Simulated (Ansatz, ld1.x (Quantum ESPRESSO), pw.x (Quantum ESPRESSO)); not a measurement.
**Equation-of-state test of one PAW potential (vanadium (V))**

ld1.x (Quantum ESPRESSO) 7.5 input, shortened:

```
&input
   title='V', zed=23., rel=1, dft='PBE', iswitch=3,
   config='[Ar] 3d3 4s2 4p0'
 /
 &inputp
   pseudotype=3, lpaw=.true., tm=.true., lloc=-1, rcloc=3.70,
   nlcc=.true., new_core_ps=.true.,
   which_augfun='BG', rmatch_augfun=1.25
 /
6
4S  1  0   2.00   0.00  3.00  3.20  0.0
4S  1  0   0.00   1.90  3.00  3.20  0.0
4P  2  1   0.00   0.00  3.65  4.20  0.0
4P  2  1   0.00   0.75  3.65  4.20  0.0
3D  3  2   3.00   0.00  1.25  1.55  0.0
3D  3  2   0.00  -0.10  1.25  1.55  0.0
 &test
   configts(1)='3d3 4s2 4p0'
 /
```

Atomic tests: cutoffs needed: 40 Ry and 70 Ry (the cutoffs (Ry, on a coarse ladder) from which the occupation-weighted sum of valence levels, in a spherical-Bessel basis at the reference potential, stays within 10 and 1 mRy of its value at 400 Ry); ghost test: no extra level below or beside the all-electron valence levels (s, p, d, f tested) (spherical-Bessel basis up to 400 Ry, 20 bohr box); largest excitation error: -558 meV (all-electron minus pseudo) for 3d2 4s0 4p0, out of 7 test configurations.

Crystal test: fcc V in pw.x 7.5, no spin, 15³ k-points, Fermi–Dirac smearing 0.01 Ry, cutoffs 85/680 Ry. The lattice is a test structure that the element need not adopt, and mesh and smearing are coarse.

pw.x input:

```
&control
  calculation='scf', prefix='x', pseudo_dir='./', outdir='./tmp', tstress=.true., disk_io='none'
/
&system
  ibrav=0, nat=1, ntyp=1, ecutwfc=85, ecutrho=680, nbnd=9,
  occupations='smearing', smearing='fd', degauss=0.01
/
&electrons
  conv_thr=1e-09, mixing_beta=0.4, electron_maxstep=70
/
ATOMIC_SPECIES
V 1.0 V.UPF
CELL_PARAMETERS angstrom
  0.00000000 1.91151821 1.91151821
  1.91151821 0.00000000 1.91151821
  1.91151821 1.91151821 0.00000000
ATOMIC_POSITIONS crystal
V 0.0000 0.0000 0.0000
K_POINTS automatic
15 15 15 0 0 0
```

```bash
pw.x < V.scf.in > V.scf.out
```

Problem. How does the run end?

Solution. It converges; the pressure is -1701.17 GPa against -0.35 GPa from all-electron LAPW. The largest radius (4.20 bohr) exceeds half the bond length (2.55 bohr), so the spheres overlap, which is one possible source of error among others. The pseudo pressure rises with volume over part of the range, a mechanical instability. A pressure error of this size marks a broken potential; the numbers have no physical meaning. The log shows:

```
     estimated scf accuracy    <      31.51186477 Ry
     iteration #  3     ecut=    85.00 Ry     beta= 0.40
     negative rho (up, down):  4.853E+01 0.000E+00
     total energy              =    -133.75995892 Ry
     estimated scf accuracy    <       0.03357539 Ry
     iteration #  4     ecut=    85.00 Ry     beta= 0.40
     negative rho (up, down):  5.263E+01 0.000E+00
     total energy              =    -127.54042270 Ry
     estimated scf accuracy    <       0.01279728 Ry
     [... 15 iterations left out ...]
     iteration # 20     ecut=    85.00 Ry     beta= 0.40
     negative rho (up, down):  5.974E+01 0.000E+00
     total energy              =    -117.72452277 Ry
     estimated scf accuracy    <       0.00000155 Ry
     iteration # 21     ecut=    85.00 Ry     beta= 0.40
     negative rho (up, down):  5.974E+01 0.000E+00
     total energy              =    -117.72378735 Ry
     estimated scf accuracy    <       0.00000046 Ry
     iteration # 22     ecut=    85.00 Ry     beta= 0.40
     negative rho (up, down):  5.974E+01 0.000E+00
     total energy              =    -117.72375434 Ry
     estimated scf accuracy    <       0.00000002 Ry
     iteration # 23     ecut=    85.00 Ry     beta= 0.40
     negative rho (up, down):  5.974E+01 0.000E+00
     the Fermi energy is   -28.6021 ev
!    total energy              =    -117.72357150 Ry
     estimated scf accuracy    <          1.6E-10 Ry
     smearing contrib. (-TS)   =      -0.00106979 Ry
     The total energy is F=E-TS. E is the sum of the following terms:
     one-electron contribution =      17.05463114 Ry
     hartree contribution      =     188.54030809 Ry
     xc contribution           =     -73.02186478 Ry
     ewald contribution        =     -15.86569063 Ry
     one-center paw contrib.   =    -234.42988552 Ry
     convergence has been achieved in  23 iterations
     negative rho (up, down):  5.974E+01 0.000E+00
          total   stress  (Ry/bohr**3)                   (kbar)     P=   -17011.71
     Message from routine punch:
     Nothing written, as per user request (disk_io='none')
```
